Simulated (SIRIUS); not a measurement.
# Ta (Im-3m) in SIRIUS: convergence with smearing width

Aim: find how far smearing width must go before the results for Ta settle, at LDA. This setting moves, with any that are tied to it; all else stays.

All numbers are computed with SIRIUS 7.10.0; they aren't measurements. Logs are shortened: lines on timing, memory, paths and dates and some standing lists are left out, and cuts for length are marked. The log counts tension as positive stress, the text compression.

**1. Starting point**

Symmetry: Im-3m, No. 229, cubic system. The conventional cell has a = 3.303 Å, b = 3.303 Å, c = 3.303 Å, α = 90.00°, β = 90.00°, γ = 90.00°. Ta (site symmetry m-3m) has 8 Ta at 2.86 Å as nearest neighbours.

**2. With smearing width 0.4 eV**

sirius.json

```json
{
  "control": {
    "processing_unit": "cpu",
    "verbosity": 2,
    "num_bands_to_print": 13,
    "print_forces": true,
    "print_stress": true
  },
  "parameters": {
    "electronic_structure_method": "pseudopotential",
    "xc_functionals": ["XC_LDA_X", "XC_LDA_C_PW"],
    "gk_cutoff": 7.7,
    "pw_cutoff": 15.4,
    "ngridk": [11, 11, 11],
    "shiftk": [0, 0, 0],
    "smearing": "fermi_dirac",
    "smearing_width": 0.0146997289,
    "num_bands": 13,
    "num_mag_dims": 0,
    "num_dft_iter": 100,
    "energy_tol": 1e-08,
    "density_tol": 1e-06
  },
  "iterative_solver": {
    "type": "davidson",
    "min_tolerance": 1e-10
  },
  "mixer": {
    "type": "anderson",
    "beta": 0.7,
    "max_history": 8
  },
  "settings": {
    "tol_ne": 1e-10
  },
  "unit_cell": {
    "lattice_vectors": [
      [-3.120466955072, 3.120466955072, 3.120466955072],
      [3.120466955072, -3.120466955072, 3.120466955072],
      [3.120466955072, 3.120466955072, -3.120466955072]
    ],
    "atom_coordinate_units": "lattice",
    "atom_types": ["Ta"],
    "atom_files": {
      "Ta": "Ta.json"
    },
    "atoms": {
      "Ta": [
        [0.0, 0.0, 0.0]
      ]
    }
  }
}
```

Potentials or basis: PseudoDojo 0.4.1 LDA standard (scalar relativistic).

Launch:

```console
$ upf_to_json Ta.upf
$ OMP_NUM_THREADS=1 sirius.scf --input=sirius.json --output=out.json --task=0
```

The program printed:

```text
[info] SIRIUS version : 7.10.0
[info] number of MPI ranks           : 1
[info] MPI grid                      : 1 1
[info] maximum number of OMP threads : 1
[fft] FFT context for density and potential
[fft] =====================================
[fft]   comm size                             : 1
[fft]   plane wave cutoff                     : 15.4
[fft]   grid size                             : 30 30 30   total : 27000
[fft]   grid limits                           : -14 15   -14 15   -14 15
[fft]   number of G-vectors within the cutoff : 3710
[fft]   local number of G-vectors             : 3710
[fft]   number of G-shells                    : 217
[fft] FFT context for coarse grid
[fft] =====================================
[fft]   comm size                             : 1
[fft]   plane wave cutoff                     : 15.4
[fft]   grid size                             : 30 30 30   total : 27000
[fft]   grid limits                           : -14 15   -14 15   -14 15
[fft]   number of G-vectors within the cutoff : 3710
[fft]   local number of G-vectors             : 3710
[fft]   number of G-shells                    : 217
[unit cell] lattice vectors
[unit cell]   a1 :      -3.1204669551      3.1204669551      3.1204669551
[unit cell]   a2 :       3.1204669551     -3.1204669551      3.1204669551
[unit cell]   a3 :       3.1204669551      3.1204669551     -3.1204669551
[unit cell] reciprocal lattice vectors
[unit cell]   b1 :      -0.0000000000      1.0067700440      1.0067700440
[unit cell]   b2 :       1.0067700440     -0.0000000000      1.0067700440
[unit cell]   b3 :       1.0067700440      1.0067700440     -0.0000000000
[unit cell] unit cell volume :       121.53986649 [a.u.^3]
[unit cell] 1/sqrt(omega)    :         0.09070696
[unit cell] MT volume        :         0.00000000 ( 0.00%)
[unit cell] IT volume        :       121.53986649 (100.00%)
[unit cell] number of atom types : 1
[unit cell] type id : 0 symbol : Ta mt_radius :  14.310000 num_atoms : 1
[unit cell] total number of atoms : 1
[unit cell] number of symmetry classes : 1
[unit cell] number of PAW atoms : 0
[unit cell] atom id  type id  class id             position                      vector_field
[unit cell] ------------------------------------------------------------------------------------------
[unit cell]      0        0        0      0.00000   0.00000   0.00000      0.00000   0.00000   0.00000
[unit cell] atom id         position (Cartesian, a.u.)
[unit cell] ---------------------------------------------
[unit cell]      0       0.000000    0.000000    0.000000
[unit cell] class id : 0 atom id : 0
[unit cell] minimum bond length:     5.404807
[unit cell] total number of pseudo wave-functions: 10
[sym] space group number   : 229
[sym] international symbol : Im-3m
[sym] Hall symbol          : -I 4 2 3
[sym] space group transformation matrix :
[sym]  -0.5000  0.5000  0.5000
[sym]   0.5000 -0.5000  0.5000
[... 278 lines left out ...]
[find] total charge          : 13.000000
[find] Energy
[find] --------------------------------------------------------------------------------
[find] valence_eval_sum               :      -4.04741075
[find] <rho|V^{XC}>                   :     -10.21793919
[find] <rho|E^{XC}>                   :     -14.69506931
[find] <mag|B^{XC}>                   :       0.00000000
[find] <rho|V^{H}>                    :      14.71080352
[find] one-electron contribution      :      -8.54027507 (Ha),     -17.08055015 (Ry)
[find] hartree contribution           :       7.35540176
[find] xc contribution                :     -14.69506931
[find] ewald contribution             :     -49.27391171
[find] PAW contribution               :       0.00000000
[find] smearing (-TS)                 :      -0.02029730
[find] SCF correction                 :      -0.00000000
[find] Total energy                   :     -65.15385434 (Ha),    -130.30770868 (Ry)
[find] Free energy (E-TS)             :     -65.17415165 (Ha),    -130.34830329 (Ry)
[find] band gap (eV)                  :       0.00000000
[find] Efermi                         :       0.67118522
[find] iteration : 11, RMS : 7.889835730758e-10, energy difference : 2.073647920042e-10
[find] Hartree energy of density residual : 6.150895832202e-17
[find] bands are converged : true
[find] iterative solver converged : true
[find] converged after 12 SCF iterations!
[find] Charges and magnetic moments
[find] --------------------------------------------------------------------------------
[find] total charge          : 13.000000
[find] Energy
[find] --------------------------------------------------------------------------------
[find] valence_eval_sum               :      -4.04741075
[find] <rho|V^{XC}>                   :     -10.21793919
[find] <rho|E^{XC}>                   :     -14.69506931
[find] <mag|B^{XC}>                   :       0.00000000
[find] <rho|V^{H}>                    :      14.71080352
[find] one-electron contribution      :      -8.54027507 (Ha),     -17.08055015 (Ry)
[find] hartree contribution           :       7.35540176
[find] xc contribution                :     -14.69506931
[find] ewald contribution             :     -49.27391171
[find] PAW contribution               :       0.00000000
[find] smearing (-TS)                 :      -0.02029730
[find] SCF correction                 :      -0.00000000
[find] Total energy                   :     -65.15385434 (Ha),    -130.30770868 (Ry)
[find] Free energy (E-TS)             :     -65.17415165 (Ha),    -130.34830329 (Ry)
[find] band gap (eV)                  :       0.00000000
[find] Efermi                         :       0.67118522
[ground_state] === stress tensor components [kbar] ===
[ground_state] === stress_kin ===
[ground_state] -27723.330302   -0.000000    0.000000
[ground_state]    -0.000000-27723.330302    0.000000
[ground_state]     0.000000    0.000000-27723.330302
[ground_state] === stress_har ===
[ground_state] -5935.044714   -0.000000    0.000000
[ground_state]    -0.000000-5935.044714    0.000000
[ground_state]     0.000000    0.000000-5935.044714
[ground_state] === stress_ewald ===
[ground_state] 39758.925326    0.000000   -0.000000
[ground_state]     0.00000039758.925326   -0.000000
[ground_state]    -0.000000   -0.00000039758.925326
[ground_state] === stress_vloc ===
[ground_state]  1673.530638    0.000000   -0.000000
[ground_state]     0.000000 1673.530638   -0.000000
[ground_state]    -0.000000   -0.000000 1673.530638
[ground_state] === stress_xc ===
[ground_state] -10837.735993   -0.000000    0.000000
[ground_state]    -0.000000-10837.735993    0.000000
[ground_state]     0.000000    0.000000-10837.735993
[ground_state] === stress_core ===
[ground_state] 18675.969206    0.000000   -0.000000
[ground_state]     0.00000018675.969206   -0.000000
[ground_state]    -0.000000   -0.00000018675.969206
[ground_state] === stress_nonloc ===
[ground_state] -15536.813701   -0.000000    0.000000
[ground_state]    -0.000000-15536.813701    0.000000
[ground_state]     0.000000    0.000000-15536.813701
[ground_state] === stress_us_nl ===
[ground_state] -15536.813701   -0.000000    0.000000
[ground_state]    -0.000000-15536.813701    0.000000
[ground_state]     0.000000    0.000000-15536.813701
[ground_state] === stress_total ===
[ground_state]    75.500460    0.000000   -0.000000
[ground_state]     0.000000   75.500460   -0.000000
[ground_state]    -0.000000   -0.000000   75.500460
[ground_state] ==== total Forces in Ha/bohr =====
[ground_state] atom:    0, force:       0.0000000      0.0000000      0.0000000
[ground_state] ==== ultrasoft contribution from Qij =====
[ground_state] atom:    0, force:       0.0000000      0.0000000      0.0000000
[ground_state] ==== non-local contribution from Beta-projector =====
[ground_state] atom:    0, force:       0.0000000      0.0000000      0.0000000
[ground_state] ==== contribution from local potential =====
[ground_state] atom:    0, force:       0.0000000      0.0000000      0.0000000
[ground_state] ==== contribution from core density =====
[ground_state] atom:    0, force:       0.0000000      0.0000000      0.0000000
[ground_state] ==== Ewald forces from ions =====
[ground_state] atom:    0, force:       0.0000000      0.0000000      0.0000000
[~DFT_ground_state] local op. applied: 18500
[~DFT_ground_state] evp. work count: 5494.03
[~DFT_ground_state] number of iterative solver steps: 1490
```

It took 17 s on 1 thread of Arm Neoverse V1, shared host; peak memory 0.25 GiB.

Results:

| Item | Value |
| --- | --- |
| Free energy | -1773.4790 eV |
| Pressure | -7.6 GPa |
| Band gap on the k mesh | none (metal or under the smearing width) |

**3. With smearing width 0.3 eV**

sirius.json, as its differences from that of step 2:

```diff
@@ -16,3 +16,3 @@
     "smearing": "fermi_dirac",
-    "smearing_width": 0.0146997289,
+    "smearing_width": 0.0110247967,
     "num_bands": 13,
```

Potentials or basis: PseudoDojo 0.4.1 LDA standard (scalar relativistic).

Launch:

```console
$ upf_to_json Ta.upf
$ OMP_NUM_THREADS=1 sirius.scf --input=sirius.json --output=out.json --task=0
```

Run time: 17 s. Hardware: 1 thread of Arm Neoverse V1, shared host; peak memory 0.25 GiB.

It converged, with:

```
Free energy            : -1773.3542 eV
Pressure               : -8.7 GPa
Band gap on the k mesh : none (metal or under the smearing width)
```

**4. With smearing width 0.2 eV**

sirius.json, as its differences from that of step 3:

```diff
@@ -16,3 +16,3 @@
     "smearing": "fermi_dirac",
-    "smearing_width": 0.0110247967,
+    "smearing_width": 0.0073498644,
     "num_bands": 13,
```

Launch:

```console
$ upf_to_json Ta.upf
$ OMP_NUM_THREADS=1 sirius.scf --input=sirius.json --output=out.json --task=0
```

Run time: 17 s. Hardware: 1 thread of Arm Neoverse V1, shared host; peak memory 0.25 GiB.

The run converged. Its results:

| Quantity | Value |
| --- | --- |
| Free energy | -1773.2577 eV |
| Pressure | -9.6 GPa |
| Band gap on the k mesh | none (metal or under the smearing width) |

**5. With smearing width 0.136 eV**

sirius.json, as its differences from that of step 4:

```diff
@@ -16,3 +16,3 @@
     "smearing": "fermi_dirac",
-    "smearing_width": 0.0073498644,
+    "smearing_width": 0.0049979078,
     "num_bands": 13,
@@ -37,6 +37,7 @@
     "lattice_vectors": [
-      [-3.120466955072, 3.120466955072, 3.120466955072],
-      [3.120466955072, -3.120466955072, 3.120466955072],
-      [3.120466955072, 3.120466955072, -3.120466955072]
+      [-0.57735026919, 0.57735026919, 0.57735026919],
+      [0.57735026919, -0.57735026919, 0.57735026919],
+      [0.57735026919, 0.57735026919, -0.57735026919]
     ],
+    "lattice_vectors_scale": 5.4048073095,
     "atom_coordinate_units": "lattice",
```

Launch:

```console
$ upf_to_json Ta.upf
$ OMP_NUM_THREADS=1 sirius.scf --input=sirius.json --output=out.json --task=0
```

Wall time 17 s (1 thread of Arm Neoverse V1, shared host); peak memory 0.25 GiB.

It converged, with:

| Property | Result |
| --- | --- |
| Free energy | -1773.2135 eV |
| Pressure | -10.1 GPa |
| Band gap on the k mesh | none (metal or under the smearing width) |

**6. With smearing width 0.1 eV**

sirius.json, as its differences from that of step 5:

```diff
@@ -16,3 +16,3 @@
     "smearing": "fermi_dirac",
-    "smearing_width": 0.0049979078,
+    "smearing_width": 0.0036749322,
     "num_bands": 13,
@@ -37,7 +37,6 @@
     "lattice_vectors": [
-      [-0.57735026919, 0.57735026919, 0.57735026919],
-      [0.57735026919, -0.57735026919, 0.57735026919],
-      [0.57735026919, 0.57735026919, -0.57735026919]
+      [-3.120466955072, 3.120466955072, 3.120466955072],
+      [3.120466955072, -3.120466955072, 3.120466955072],
+      [3.120466955072, 3.120466955072, -3.120466955072]
     ],
-    "lattice_vectors_scale": 5.4048073095,
     "atom_coordinate_units": "lattice",
```

Potentials or basis: PseudoDojo 0.4.1 LDA standard (scalar relativistic).

Launch:

```console
$ upf_to_json Ta.upf
$ OMP_NUM_THREADS=1 sirius.scf --input=sirius.json --output=out.json --task=0
```

Run time: 17 s. Hardware: 1 thread of Arm Neoverse V1, shared host; peak memory 0.25 GiB.

It converged, with:

```
Free energy            : -1773.1958 eV
Pressure               : -10.3 GPa
Band gap on the k mesh : none (metal or under the smearing width)
```

**7. With smearing width 0.05 eV**

sirius.json, as its differences from that of step 6:

```diff
@@ -16,3 +16,3 @@
     "smearing": "fermi_dirac",
-    "smearing_width": 0.0036749322,
+    "smearing_width": 0.0018374661,
     "num_bands": 13,
@@ -37,6 +37,7 @@
     "lattice_vectors": [
-      [-3.120466955072, 3.120466955072, 3.120466955072],
-      [3.120466955072, -3.120466955072, 3.120466955072],
-      [3.120466955072, 3.120466955072, -3.120466955072]
+      [-0.57735026919, 0.57735026919, 0.57735026919],
+      [0.57735026919, -0.57735026919, 0.57735026919],
+      [0.57735026919, 0.57735026919, -0.57735026919]
     ],
+    "lattice_vectors_scale": 5.4048073095,
     "atom_coordinate_units": "lattice",
```

Launch:

```console
$ upf_to_json Ta.upf
$ OMP_NUM_THREADS=1 sirius.scf --input=sirius.json --output=out.json --task=0
```

Wall time 16 s (1 thread of Arm Neoverse V1, shared host); peak memory 0.25 GiB.

Results (log left out):

| Item | Value |
| --- | --- |
| Free energy | -1773.1816 eV |
| Pressure | -10.6 GPa |
| Band gap on the k mesh | none (metal or under the smearing width) |

**8. With smearing width 0.025 eV**

sirius.json, as its differences from that of step 7:

```diff
@@ -16,3 +16,3 @@
     "smearing": "fermi_dirac",
-    "smearing_width": 0.0018374661,
+    "smearing_width": 0.0009187331,
     "num_bands": 13,
```

Launch:

```console
$ upf_to_json Ta.upf
$ OMP_NUM_THREADS=1 sirius.scf --input=sirius.json --output=out.json --task=0
```

Run time: 17 s. Hardware: 1 thread of Arm Neoverse V1, shared host; peak memory 0.25 GiB.

It converged, with:

```
Free energy            : -1773.1795 eV
Pressure               : -10.8 GPa
Band gap on the k mesh : none (metal or under the smearing width)
```

**9. With smearing width 0.01 eV**

sirius.json, as its differences from that of step 8:

```diff
@@ -16,3 +16,3 @@
     "smearing": "fermi_dirac",
-    "smearing_width": 0.0009187331,
+    "smearing_width": 0.0003674932,
     "num_bands": 13,
@@ -37,7 +37,6 @@
     "lattice_vectors": [
-      [-0.57735026919, 0.57735026919, 0.57735026919],
-      [0.57735026919, -0.57735026919, 0.57735026919],
-      [0.57735026919, 0.57735026919, -0.57735026919]
+      [-3.120466955072, 3.120466955072, 3.120466955072],
+      [3.120466955072, -3.120466955072, 3.120466955072],
+      [3.120466955072, 3.120466955072, -3.120466955072]
     ],
-    "lattice_vectors_scale": 5.4048073095,
     "atom_coordinate_units": "lattice",
```

Potentials or basis: PseudoDojo 0.4.1 LDA standard (scalar relativistic).

Launch:

```console
$ upf_to_json Ta.upf
$ OMP_NUM_THREADS=1 sirius.scf --input=sirius.json --output=out.json --task=0
```

Wall time 17 s (1 thread of Arm Neoverse V1, shared host); peak memory 0.25 GiB.

It converged, with:

```yaml
Free_energy: -1773.1793 eV
Pressure: -10.8 GPa
Band_gap_on_the_k_mesh: none (metal or under the smearing width)
```

**10. The series at a glance**

```
smearing width  energy less the tightest run, at zero smearing (meV/atom)  pressure (GPa)  SCF cycles  CPU time (s)  peak memory (GiB)
        0.4 eV                                                     -23.61           -7.55          12            17               0.25
        0.3 eV                                                      -8.03           -8.67          12            17               0.25
        0.2 eV                                                       2.24           -9.60          13            17               0.25
      0.136 eV                                                       4.42          -10.08          13            17               0.25
        0.1 eV                                                       3.93          -10.32          13            17               0.25
       0.05 eV                                                       1.35          -10.65          12            16               0.25
      0.025 eV                                                       0.07          -10.78          13            17               0.25
       0.01 eV                                                       0.00          -10.80          13            17               0.25
```

Against the tightest run, the energy stays within 1 meV/atom from 0.025 eV on; the pressure stays within 0.1 GPa from 0.025 eV on. Narrower smearing needs a denser k mesh, so at a fixed mesh the narrowest width isn't the most accurate. The tightest run that finished is the yardstick and may itself not be fully converged.
